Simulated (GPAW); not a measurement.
Crystal: AlN.

```
Al N
1.0
     3.08863    0.00000    0.00000
     1.54432    2.67483    0.00000
     1.54432    0.89161    2.52186
Al N
1 1
Direct
  0.00000 0.00000 0.00000
  0.25000 0.25000 0.25000
```

Measurements of this composition are mostly on another form, of space group No. 186.

Base run:

```yaml
Program: GPAW 26.7.0
Functional: TASK
Potentials_or_basis: GPAW PAW data sets (gpaw-data 1.2.1)
Cutoff: 800 eV
Basis: pw
k_mesh: 10 × 10 × 10
Occupations: fermi-dirac, width 0.05 eV
Spin: no spin polarisation
```

Its results: band gap on the k mesh 4.64 eV, indirect (least direct gap 5.82 eV); pressure 11.2 GPa.

Task: The run is repeated on the same cell with these changes: functional from TASK to r2SCAN; band points from 60 to 100. What comes out?

Result: Band gap on the k mesh 3.99 eV, indirect (least direct gap 4.94 eV); pressure 0.9 GPa.

Caveats: the PAW data sets were made with another functional, which shifts forces and pressure a little.

Not every run made on this cell is shown here.
